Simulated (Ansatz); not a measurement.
Relaxing Nb

These are results of DFT PBEsol, scalar-relativistic, plane waves, PAW in Ansatz, not measurements. Run with 420 eV cutoff, 18×18×18 k-mesh, Gaussian smearing of 0.10 eV, no spin polarisation.

What was changed: relaxed at 15 GPa.

Input:

```yaml
crystal:
  lattice:
    - [-1.596133582, 1.596133582, 1.596133582]
    - [1.596133582, -1.596133582, 1.596133582]
    - [1.596133582, 1.596133582, -1.596133582]
  atoms:
    - { symbol: Nb, position: [0.0, 0.0, 0.0] }
basis:
  ecutwfc: 420
kpoints:
  mp_grid: { grid: [18, 18, 18] }
hamiltonian:
  xc: pbesol
scf:
  occupations: { method: gaussian, width: 0.1 }
output:
  forces: true
  stress: true
  eigenvalues: true
relax:
  adjacent_minimum: "off"
  f_tol: 0.008
  max_steps: 50
  cell: { stress_tol: 0.08, p_target: 15.0 }
```

F is the free energy. Steps run on the plane waves of an earlier cell, but the last one, and at times one on the way, on a freshly chosen basis, so a repeated geometry can differ a little in energy. The relaxation lowers the enthalpy F + PV at the target pressure, so F itself can rise.

Steps:

| step | F − F(1) (eV) | largest force component (eV/Å) | V (Å³/atom) | P (GPa) |
| --- | --- | --- | --- | --- |
| 1 | 0.0000 | 0.000 | 16.266 | 15.18 |
| 2 | -0.0036 | 0.000 | 16.305 | 14.63 |
| 3 | -0.0012 | 0.000 | 16.279 | 15.00 |
| 4 | -0.0012 | 0.000 | 16.279 | 15.00 |

Relaxed structure:

```cif
data_structure
_symmetry_space_group_name_H-M 'P 1'
_symmetry_Int_Tables_number 1
_cell_length_a 2.7653
_cell_length_b 2.7653
_cell_length_c 2.7653
_cell_angle_alpha 109.471
_cell_angle_beta 109.471
_cell_angle_gamma 109.471
_cell_volume 16.28
loop_
_atom_site_label
_atom_site_type_symbol
_atom_site_fract_x
_atom_site_fract_y
_atom_site_fract_z
_atom_site_occupancy
Nb1 Nb 0.00000 0.00000 0.00000 1
```

It takes space group Im-3m (No. 229, cubic). The conventional cell has a = 3.193 Å, b = 3.193 Å, c = 3.193 Å, α = 90.00°, β = 90.00°, γ = 90.00°. Nb (site symmetry m-3m) is surrounded by 8 Nb at 2.77 Å.

The run converged. The run took about 15 core-seconds.